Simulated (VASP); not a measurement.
# HfO2: single point with PBE

HfO2:

```
Hf O
1.0
     0.00000    2.55750    2.55750
     2.55750    0.00000    2.55750
     2.55750    2.55750    0.00000
Hf O
1 2
Direct
  0.00000 0.00000 0.00000
  0.75000 0.75000 0.75000
  0.25000 0.25000 0.25000
```

Measurements of this composition are mostly on another form, of space group No. 14.

```json
{
  "Program": "VASP 6.6.1",
  "Task": "single point",
  "Functional": "PBE",
  "Potentials or basis": "VASP PAW PBE potentials, release 64 (Hf, O)",
  "Cutoff": "500 eV",
  "k mesh": "9 × 9 × 9",
  "Occupations": "gaussian, width 0.02 eV",
  "Spin": "no spin polarisation"
}
```

```json
{
 "Pressure": "-7.6 GPa",
 "Band gap on the k mesh": "3.78 eV, indirect (least direct gap 3.89 eV)"
}
```

Levels at points of the mesh, in eV from the valence-band top:
```csv
k point,band 6,band 7,band 8,band 9,band 10,band 11
"(0.00, 0.00, 0.00)",-0.55,-0.55,-0.55,3.78,3.78,5.68
```

Run time: 12 s on 1 thread of AMD EPYC 9R45 (Zen 5) (shared host), peak memory 0.13 GiB.

Caveat: spin-orbit coupling is left out, which moves the levels of the heavy elements; an odd mesh through Γ misses points on the zone boundary, where band edges often lie. PBE gaps usually lie below the measured ones, often by a third to a half.
